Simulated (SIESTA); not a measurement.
Mg in SIESTA: the effect of strain zz

Crystal: Mg.

```
Mg
1.0
     3.20930    0.00000    0.00000
    -1.60465    2.77934    0.00000
     0.00000    0.00000    5.00189
Mg
2
Direct
  0.66667 0.33333 0.75000
  0.33333 0.66667 0.25000
```

The cell isn't the ideal one: cell strained along z.

Alike in all runs:

- Program: SIESTA 5.4.2
- Task: band structure
- Functional: PBEsol
- Potentials or basis: PseudoDojo 0.4 standard (PBEsol files)
- Basis: DZP (energy shift 0.003 Ry; two zetas on semicore shells)
- Grid cutoff: 800 Ry
- Energy shift: 0.003 Ry
- k mesh: 10 × 10 × 5
- Occupations: fermi-dirac, width 0.05 eV
- Spin: no spin polarisation

Problem. One run gave: pressure -0.4 GPa. Which strain zz did it use?
A. 0.04
B. 0
C. -0.02
D. 0.02
E. -0.04

Solution. D.

| strain zz | pressure (GPa) |
| --- | --- |
| -0.04 | 2.0 |
| -0.02 | 1.1 |
| 0 | 0.3 |
| 0.02 | -0.4 |
| 0.04 | -1.0 |

Caveats: the basis of atomic orbitals isn't converged, which shifts pressures, moduli and gaps.
